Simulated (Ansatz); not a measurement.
# In2Sb: convergence and cost

The task, for In2Sb: sweep the k-point mesh shifted by half a step.

Program: Ansatz 0.2.0. Level of theory: DFT r2SCAN, scalar-relativistic, plane waves, PAW. These are calculated values, not measurements.

1 further run of the same task is left out (it didn't finish).

## 1. The structure to begin with

Symmetry: P6_3/mmc, No. 194, hexagonal system. The conventional cell has a = 5.380 Å, b = 5.380 Å, c = 6.723 Å, α = 90.00°, β = 90.00°, γ = 120.00°. In (site symmetry -6m2) has 5 Sb at 3.11 to 3.36 Å and 6 In at 3.53 Å as nearest neighbours. In (site symmetry -3m) has 8 In at 3.36 to 3.53 Å and 6 Sb at 3.53 Å as nearest neighbours. Sb (site symmetry -6m2) is surrounded by 11 In at 3.11 to 3.53 Å.

Structure file:

```
CELL_PARAMETERS angstrom
5.37990 0.00000 0.00000
-2.68995 4.65913 0.00000
0.00000 0.00000 6.72255
ATOMIC_POSITIONS crystal
In 0.66667 0.33333 0.25000
In 0.33333 0.66667 0.75000
In 0.00000 0.00000 0.50000
In 0.00000 0.00000 0.00000
Sb 0.66667 0.33333 0.75000
Sb 0.33333 0.66667 0.25000
```

The structure comes from the Materials Project (structure only); it is used as listed.

## 2. The base run, which the others are set against

File input.yaml:

```yaml
crystal:
  lattice:
    - [5.3799042018, 0.0, 0.0]
    - [-2.6899521009, 4.6591337087, 0.0]
    - [0.0, 0.0, 6.722552]
  atoms:
    - { symbol: In, position: [0.66666667, 0.33333333, 0.25] }
    - { symbol: In, position: [0.33333333, 0.66666667, 0.75] }
    - { symbol: In, position: [0.0, 0.0, 0.5] }
    - { symbol: In, position: [0.0, 0.0, 0.0] }
    - { symbol: Sb, position: [0.66666667, 0.33333333, 0.75] }
    - { symbol: Sb, position: [0.33333333, 0.66666667, 0.25] }
basis:
  ecutwfc: 500
kpoints:
  mp_grid: { grid: [12, 12, 6] }
hamiltonian:
  xc: r2scan
scf:
  occupations: { method: gaussian, width: 0.1 }
output:
  forces: true
  stress: true
  eigenvalues: true
  populations: true
```

It was run beforehand and gave: -5907.5709 eV/atom at zero smearing, pressure -0.89 GPa, largest force 0.000 eV/Å, no gap on the mesh, in 7 SCF cycles and 81 s.

## 3. K-point mesh shifted by half a step set to 6×6×4

File input.yaml:

```yaml
crystal:
  lattice:
    - [5.3799042018, 0.0, 0.0]
    - [-2.6899521009, 4.6591337087, 0.0]
    - [0.0, 0.0, 6.722552]
  atoms:
    - { symbol: In, position: [0.6666666667, 0.3333333333, 0.25] }
    - { symbol: In, position: [0.3333333333, 0.6666666667, 0.75] }
    - { symbol: In, position: [0.0, 0.0, 0.5] }
    - { symbol: In, position: [0.0, 0.0, 0.0] }
    - { symbol: Sb, position: [0.6666666667, 0.3333333333, 0.75] }
    - { symbol: Sb, position: [0.3333333333, 0.6666666667, 0.25] }
basis:
  ecutwfc: 500
kpoints:
  mp_grid: { grid: [6, 6, 4], shift: [0.5, 0.5, 0.5] }
hamiltonian:
  xc: r2scan
scf:
  occupations: { method: gaussian, width: 0.1 }
output:
  forces: true
  stress: true
  eigenvalues: true
```

Started as:

```console
ansatz run input.yaml --threads 1 --pin off --max-ram 2560MiB --backend cpu --events-out ev --progress --plain --runs-dir out
```

Output (excerpt; [...] marks lines left out):

```text
Warning: crystal.symmetry: narrowed to the stabiliser of the k-point mesh — unitary ops 24 → 8; excluded 16 operations that carry a point of the 6×6×4 mesh (shift [0.5, 0.5, 0.5]) off the mesh (the run samples exactly the mesh kpoints.mp_grid names, as under crystal.symmetry.detect: [...]
Warning: RAYON_NUM_THREADS=1 ignored (pool sized by the plan → 1); use --threads N
[...]
Pseudopotentials: kind: paw
Pseudopotential: In, paw, valence charge 13, recommended cutoff 500 eV (meta_gga), In.paw.azcp
Pseudopotential: Sb, paw, valence charge 15, recommended cutoff 500 eV (meta_gga), Sb.paw.azcp
Functional definition: r2SCAN
[...]
Crystal: 6 atoms, lattice volume = 168.505 Å³
Basis set: ecut = 500 eV, 4249 PW (Γ), exchange–correlation on 160×160×200 points (64 copies of the dense FFT grid, shifted against one another)
Bands: 50, of which v1, the nominal top of the filled ones, is band 41 counted from 1 (40 counted from 0)
Symmetry: 8 space group operations
k-points: 24 of 144
[...]
SCF iter   1: F=—  HF=-35445.450112 eV  |F-HF|=—  |Δ(HF+E_count)|=         —  Δρ=7.29e-3  dr2=6.10e-2  dr2_τ=3.54e-3  ethr=1.77e-3  ⟨swp⟩=7.4  Hψ=5068  notcnv=0  defer=1
[...]
SCF iter   8: F=-35445.480892 eV  HF=-35445.480892 eV  |F-HF|=3.84e-9  |Δ(HF+E_count)|=   1.02e-7  Δρ=2.33e-6  dr2=1.31e-8  dr2_τ=1.91e-10  ethr=1.22e-10  ⟨swp⟩=10.5  Hψ=5437  notcnv=0
[...]
SCF converged after 8 iterations
Free energy (F): -35445.480892 eV
[...]
E sigma→0 (E₀):  -35445.476125 eV
Entropy (-TS):   -0.009534 eV (-1.589 meV/atom)
Fermi energy:    9.791970 eV
[...]
--- Forces (eV/Å), atoms counted from 1 ---
  atom   1  In    -0.08964147     0.05175453     0.00000000
  atom   2  In     0.08964147    -0.05175453     0.00000000
  atom   3  In     0.00000000    -0.00000000     0.00000000
  atom   4  In    -0.00000000     0.00000000    -0.00000000
  atom   5  Sb     0.02071012    -0.01195699     0.00000000
  atom   6  Sb    -0.02071012     0.01195699     0.00000000
[...]
--- Stress (GPa, compression-positive) ---
        0.205217      -0.803083       0.000000
       -0.803083      -0.722104       0.000000
        0.000000       0.000000      -2.138032
  P = ⅓ Tr σ = -0.8850 GPa (-8.850 kbar)
--- Band table (eV; the first three rows and the last of 24) ---
[...]
```

Wall time 25 s (1 thread of Intel Xeon Platinum 8259CL at 2.50GHz (Skylake/Cascade Lake), shared host); peak memory 0.91 GiB.

Read-out: -5907.5794 eV/atom at zero smearing, pressure -0.88 GPa, largest force 0.104 eV/Å and no gap on the mesh. The log warns that the mesh lowers the symmetry.

## 4. K-point mesh shifted by half a step set to 6×6×6

Edit input.yaml of step 3 so:

```diff
@@ -15,3 +15,3 @@
 kpoints:
-  mp_grid: { grid: [6, 6, 4], shift: [0.5, 0.5, 0.5] }
+  mp_grid: { grid: [6, 6, 6], shift: [0.5, 0.5, 0.5] }
 hamiltonian:
```

Started as:

```console
ansatz run input.yaml --threads 1 --pin off --max-ram 2560MiB --backend cpu --events-out ev --progress --plain --runs-dir out
```

Output (excerpt; [...] marks lines left out):

```text
Warning: crystal.symmetry: narrowed to the stabiliser of the k-point mesh — unitary ops 24 → 8; excluded 16 operations that carry a point of the 6×6×6 mesh (shift [0.5, 0.5, 0.5]) off the mesh (the run samples exactly the mesh kpoints.mp_grid names, as under crystal.symmetry.detect: [...]
Warning: RAYON_NUM_THREADS=1 ignored (pool sized by the plan → 1); use --threads N
[...]
[... 4 set-up lines as earlier in the session ...]
[...]
Crystal: 6 atoms, lattice volume = 168.505 Å³
Basis set: ecut = 500 eV, 4249 PW (Γ), exchange–correlation on 160×160×200 points (64 copies of the dense FFT grid, shifted against one another)
Bands: 50, of which v1, the nominal top of the filled ones, is band 41 counted from 1 (40 counted from 0)
[... 1 set-up line as earlier in the session ...]
k-points: 36 of 216
[...]
SCF iter   1: F=—  HF=-35445.445604 eV  |F-HF|=—  |Δ(HF+E_count)|=         —  Δρ=7.18e-3  dr2=5.49e-2  dr2_τ=3.64e-3  ethr=1.77e-3  ⟨swp⟩=7.5  Hψ=7747  notcnv=0
[...]
SCF iter   8: F=-35445.477695 eV  HF=-35445.477695 eV  |F-HF|=3.89e-9  |Δ(HF+E_count)|=   8.28e-8  Δρ=1.97e-6  dr2=9.46e-9  dr2_τ=1.16e-10  ethr=1.22e-10  ⟨swp⟩=10.4  Hψ=8069  notcnv=0
[...]
SCF converged after 8 iterations
Free energy (F): -35445.477695 eV
[...]
E sigma→0 (E₀):  -35445.471829 eV
Entropy (-TS):   -0.011731 eV (-1.955 meV/atom)
Fermi energy:    9.863194 eV
[...]
--- Forces (eV/Å), atoms counted from 1 ---
  atom   1  In    -0.05607800     0.03237665     0.00000000
  atom   2  In     0.05607800    -0.03237665     0.00000000
  atom   3  In    -0.00000000    -0.00000000     0.00000000
  atom   4  In    -0.00000000    -0.00000000    -0.00000000
  atom   5  Sb     0.03533985    -0.02040347     0.00000000
  atom   6  Sb    -0.03533985     0.02040347     0.00000000
[...]
--- Stress (GPa, compression-positive) ---
       -0.291556      -0.367295       0.000000
       -0.367295      -0.715672       0.000000
        0.000000       0.000000      -2.114444
  P = ⅓ Tr σ = -1.0406 GPa (-10.406 kbar)
--- Band table (eV; the first three rows and the last of 36) ---
[...]
```

It took 35 s on 1 thread of Intel Xeon Platinum 8259CL at 2.50GHz (Skylake/Cascade Lake), shared host; peak memory 0.92 GiB.

This run gives -5907.5786 eV/atom at zero smearing, pressure -1.04 GPa, largest force 0.065 eV/Å and no gap on the mesh. The log warns that the mesh lowers the symmetry.

## 5. The sweep of the k-point mesh shifted by half a step side by side

ΔE: energy per atom at zero smearing, less that of the base run (12×12×6 mesh through Γ, Gaussian smearing of 0.1 eV). Pressure is positive in compression.

```tsv
shifted mesh	ΔE (meV/atom)	pressure (GPa)	largest change of a force component (eV/Å)	irreducible points	SCF cycles	CPU time
6×6×4	-8.50	-0.88	0.090	24	8	25 s
6×6×6	-7.78	-1.04	0.056	36	8	35 s
```

The times were taken beside other jobs on the same host; read them as orders of magnitude.

## 6. Summary of results

```
                                                 quantity                    value
largest energy shift, k-point mesh shifted by half a step  -8.50 meV/atom at 6×6×4
```

**Reading.** The densest shifted mesh lands 7.78 meV/atom from the base run. The shift lowers the symmetry that the mesh keeps. The runs treat Sb without spin-orbit coupling.
